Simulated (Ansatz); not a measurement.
Runs of Ansatz 0.2.0 on Ge. It takes space group Fd-3m (No. 227, cubic). Conventional cell: a = 5.658 Å, b = 5.658 Å, c = 5.658 Å, α = 90.00°, β = 90.00°, γ = 90.00°. Ge (site symmetry -43m) is surrounded by 4 Ge at 2.45 Å. 

```csv
task,cell,k mesh,cutoff (eV),pressure (GPa)
relaxation of cell and atoms,relaxed to 30 GPa,8 × 8 × 8,-,30.0
relaxation of cell and atoms,relaxed to 20 GPa,8 × 8 × 8,-,20.0
band structure,as given,6 × 6 × 6,317,(a)
band structure,strain_z = 0,8 × 8 × 8,317,0.6
relaxation of cell and atoms,relaxed to 10 GPa,8 × 8 × 8,-,10.0
```

Alike in all rows: level PBEsol; potentials or basis all-electron LAPW, scalar-relativistic; no spin polarisation; smearing fermi-dirac 0.05 eV; basis error allowed 0.001 eV/atom.

Problem. Fill in the values left out.

Solution. (a) 0.7.

Caveats: the k mesh is thin for a metal, which can move the energy by tens of meV per atom (some runs).
